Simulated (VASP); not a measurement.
A run of VASP 6.6.1 is set up as follows.

The input INCAR:

```
SYSTEM = TiO2
  PREC = Accurate
  ENCUT = 520
  EDIFF = 1E-6
  ISMEAR = 0
  SIGMA = 0.03
  LREAL = .False.
  LASPH = .True.
  NELM = 80
  ALGO = Normal
  ISIF = 2
  LWAVE = .False.
  LCHARG = .False.
  LMAXMIX = 4
  GGA = MK
  LUSE_VDW = .True.
  AGGAC = 0.0
  PARAM1 = 0.1234
  PARAM2 = 0.711357
  ZAB_VDW = -1.8867
  NBANDS = 33
  ICORELEVEL = 1
  KPAR = 2
```

Contents of KPOINTS:

```
regular mesh
0
Gamma
  6 6 10
  0 0 0
```

POSCAR

```
TiO2                                    
1.0
    4.6143773734     -0.0000000000      0.0000000000
    0.0000000000      4.6143773734      0.0000000000
    0.0000000000      0.0000000000      2.9605166223
  Ti              O             
     2     4
Direct
     0.0000000000000000    0.0000000000000000    1.0000000000000000
     0.5000000000000000    0.5000000000000000    0.5000000000000000
     0.3042637043378707    0.3042637043378707    0.0000000000000000
     0.1957362956621293    0.8042637043378708    0.5000000000000000
     0.6957362956621292    0.6957362956621292    1.0000000000000000
     0.8042637043378708    0.1957362956621293    0.5000000000000000
```

File KPOINTS_OPT:

```
explicit points
96
Reciprocal
 0.0000000000  0.0000000000  0.0000000000 1
 0.0000000000  0.0555555556  0.0000000000 1
 0.0000000000  0.1111111111  0.0000000000 1
 0.0000000000  0.1666666667  0.0000000000 1
 0.0000000000  0.2222222222  0.0000000000 1
 0.0000000000  0.2777777778  0.0000000000 1
 0.0000000000  0.3333333333  0.0000000000 1
 0.0000000000  0.3888888889  0.0000000000 1
 0.0000000000  0.4444444444  0.0000000000 1
 0.0000000000  0.5000000000  0.0000000000 1
 0.0000000000  0.5000000000  0.0000000000 1
 0.0555555556  0.5000000000  0.0000000000 1
 0.1111111111  0.5000000000  0.0000000000 1
 0.1666666667  0.5000000000  0.0000000000 1
 0.2222222222  0.5000000000  0.0000000000 1
 0.2777777778  0.5000000000  0.0000000000 1
 0.3333333333  0.5000000000  0.0000000000 1
 0.3888888889  0.5000000000  0.0000000000 1
 0.4444444444  0.5000000000  0.0000000000 1
 0.5000000000  0.5000000000  0.0000000000 1
 0.5000000000  0.5000000000  0.0000000000 1
 0.4444444444  0.4444444444  0.0000000000 1
 0.3888888889  0.3888888889  0.0000000000 1
 0.3333333333  0.3333333333  0.0000000000 1
 0.2777777778  0.2777777778  0.0000000000 1
 0.2222222222  0.2222222222  0.0000000000 1
 0.1666666667  0.1666666667  0.0000000000 1
 0.1111111111  0.1111111111  0.0000000000 1
 0.0555555556  0.0555555556  0.0000000000 1
 0.0000000000  0.0000000000  0.0000000000 1
 0.0000000000  0.0000000000  0.0000000000 1
 0.0000000000  0.0000000000  0.0555555556 1
 0.0000000000  0.0000000000  0.1111111111 1
 0.0000000000  0.0000000000  0.1666666667 1
 0.0000000000  0.0000000000  0.2222222222 1
 0.0000000000  0.0000000000  0.2777777778 1
 0.0000000000  0.0000000000  0.3333333333 1
 0.0000000000  0.0000000000  0.3888888889 1
 0.0000000000  0.0000000000  0.4444444444 1
 0.0000000000  0.0000000000  0.5000000000 1
 0.0000000000  0.0000000000  0.5000000000 1
 0.0000000000  0.0555555556  0.5000000000 1
 0.0000000000  0.1111111111  0.5000000000 1
 0.0000000000  0.1666666667  0.5000000000 1
 0.0000000000  0.2222222222  0.5000000000 1
 0.0000000000  0.2777777778  0.5000000000 1
 0.0000000000  0.3333333333  0.5000000000 1
 0.0000000000  0.3888888889  0.5000000000 1
 0.0000000000  0.4444444444  0.5000000000 1
 0.0000000000  0.5000000000  0.5000000000 1
 0.0000000000  0.5000000000  0.5000000000 1
 0.0555555556  0.5000000000  0.5000000000 1
 0.1111111111  0.5000000000  0.5000000000 1
 0.1666666667  0.5000000000  0.5000000000 1
 0.2222222222  0.5000000000  0.5000000000 1
 0.2777777778  0.5000000000  0.5000000000 1
 0.3333333333  0.5000000000  0.5000000000 1
 0.3888888889  0.5000000000  0.5000000000 1
 0.4444444444  0.5000000000  0.5000000000 1
 0.5000000000  0.5000000000  0.5000000000 1
 0.5000000000  0.5000000000  0.5000000000 1
 0.4444444444  0.4444444444  0.5000000000 1
 0.3888888889  0.3888888889  0.5000000000 1
 0.3333333333  0.3333333333  0.5000000000 1
 0.2777777778  0.2777777778  0.5000000000 1
 0.2222222222  0.2222222222  0.5000000000 1
 0.1666666667  0.1666666667  0.5000000000 1
 0.1111111111  0.1111111111  0.5000000000 1
 0.0555555556  0.0555555556  0.5000000000 1
 0.0000000000  0.0000000000  0.5000000000 1
 0.0000000000  0.5000000000  0.0000000000 1
 0.0000000000  0.5000000000  0.0555555556 1
 0.0000000000  0.5000000000  0.1111111111 1
 0.0000000000  0.5000000000  0.1666666667 1
 0.0000000000  0.5000000000  0.2222222222 1
 0.0000000000  0.5000000000  0.2777777778 1
 0.0000000000  0.5000000000  0.3333333333 1
 0.0000000000  0.5000000000  0.3888888889 1
 0.0000000000  0.5000000000  0.4444444444 1
 0.0000000000  0.5000000000  0.5000000000 1
 0.5000000000  0.5000000000  0.0000000000 1
 0.5000000000  0.5000000000  0.0555555556 1
 0.5000000000  0.5000000000  0.1111111111 1
 0.5000000000  0.5000000000  0.1666666667 1
 0.5000000000  0.5000000000  0.2222222222 1
 0.5000000000  0.5000000000  0.2777777778 1
 0.5000000000  0.5000000000  0.3333333333 1
 0.5000000000  0.5000000000  0.3888888889 1
 0.5000000000  0.5000000000  0.4444444444 1
 0.5000000000  0.5000000000  0.5000000000 1
 0.0000000000  0.0000000000  0.0000000000 1
 0.5000000000  0.5000000000  0.5000000000 1
 0.5000000000  0.5000000000  0.0000000000 1
 0.0000000000  0.5000000000  0.5000000000 1
 0.0000000000  0.5000000000  0.0000000000 1
 0.0000000000  0.0000000000  0.5000000000 1
```

Potentials or basis: VASP PAW PBE potentials, release 64 (Ti_sv, O).

Run with:

```console
$ cat potpaw_PBE.64/Ti_sv/POTCAR potpaw_PBE.64/O/POTCAR > POTCAR
$ mpirun -np 2 vasp_std > vasp.out
```

Q: Predict the band gap along the path.

A: 1.80 eV, direct.

Q: What does it give for the band gap on the k mesh?

A: 1.80 eV, direct.

Core levels (eV, on the scale of the bands):
```tsv
atom	levels
1 Ti	1s -4858.0, 2s -527.1, 2p -434.4
2 Ti	1s -4858.0, 2s -527.1, 2p -434.4
3 O	1s -499.4
4 O	1s -499.4
5 O	1s -499.4
6 O	1s -499.4
```

**Experimental background.**

“Shallow Valence Band of Rutile GeO2 and P-type Doping”, 2020, arxiv:2011.08928 quotes, for a bulk crystal of TiO2 at 1.6 K: band gap 3.03 eV (direct).

Measured gap of TiO2: 3.03 eV (direct; 1.6 K; quoted in “Shallow Valence Band of Rutile GeO2 and P-type Doping”, 2020, arxiv:2011.08928). This calculation gives 1.80 eV (-1.23 eV). 2 values of this kind are on record in papers (3.03 to 3.05 eV); this one was drawn at random among those near their median. The value is that of rev-vdW-DF2, without temperature or zero-point motion.
